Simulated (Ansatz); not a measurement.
# InP: the cost of one run

Program: Ansatz 0.2.0. Level of theory: DFT r2SCAN, scalar-relativistic, plane waves, PAW. These are calculated values, not measurements.

The COD entry's cell or inner coordinates are ideal or old and differ from later refinements, so a difference from it is no clean test against experiment.

2 further runs of the same task are left out: 2 set aside as unsound or not needed. Runs told in other sessions of the task aren't counted.

### Step 1. Starting point

The structure is cubic, space group F-43m (No. 216). The conventional cell has a = 5.907 Å, b = 5.907 Å, c = 5.907 Å, α = 90.00°, β = 90.00°, γ = 90.00°. Around In (site symmetry -43m) lie 4 P at 2.56 Å. P (site symmetry -43m) is surrounded by 4 In at 2.56 Å.

Structure file:

```xyz
4
Lattice="0.0000 -2.9536 -2.9536 0.0000 2.9536 -2.9536 5.9071 0.0000 0.0000" Properties=species:S:1:pos:R:3 pbc="T T T"
In    2.9536    0.0000   -2.9536
In    0.0000    0.0000    0.0000
P     1.4768    1.4768   -1.4768
P     4.4304   -1.4768   -1.4768
```

It is built from the cell relaxed beforehand with the same method (25.77 Å³/atom).

### Step 2. Zero of energy

The cell is repeated 2 times, 4 atoms in all. The reference gives a free energy of -12743.4781 eV, pressure -0.01 GPa, largest force 0.000 eV/Å and gap on the mesh 1.03 eV. It was computed beforehand with the settings of the runs below.

### Step 3. Setting up a frozen normal mode

Mode 6 of the phonon run on this cell, counted from the lowest, is frozen in: each atom moves by x times its row below, so x is the largest displacement.

```
atom      ux     uy     uz
 In1   1.000  0.000  0.000
 In2  -1.000  0.000  0.000
  P3   0.000  0.000  0.000
  P4   0.000  0.000  0.000
```

### Step 4. Point x = -0.300 Å

The input, input.yaml:

```yaml
crystal:
  lattice:
    - [0.0, -2.9535689145, -2.9535689145]
    - [0.0, 2.9535689145, -2.9535689145]
    - [5.907137829, 0.0, 0.0]
  atoms:
    - { symbol: In, position: [0.5, 0.5, 0.4492139834] }
    - { symbol: In, position: [0.0, 0.0, 0.0507860166] }
    - { symbol: P, position: [0.0, 0.5, 0.25] }
    - { symbol: P, position: [0.5, 0.0, 0.75] }
basis:
  ecutwfc: 500
kpoints:
  mp_grid: { grid: [8, 8, 6] }
hamiltonian:
  xc: r2scan
scf:
  occupations: { method: gaussian, width: 0.05 }
output:
  forces: true
  stress: true
  eigenvalues: true
```

Command:

```
$ ansatz run input.yaml --threads 2 --pin off --max-ram 5120MiB --backend cpu --events-out ev --progress --plain --runs-dir out
```

What time and memory should one allow on 2 threads of Intel Xeon at 2.50GHz (Skylake/Cascade Lake), shared host?

About 26 s, with a peak of 0.58 GiB.
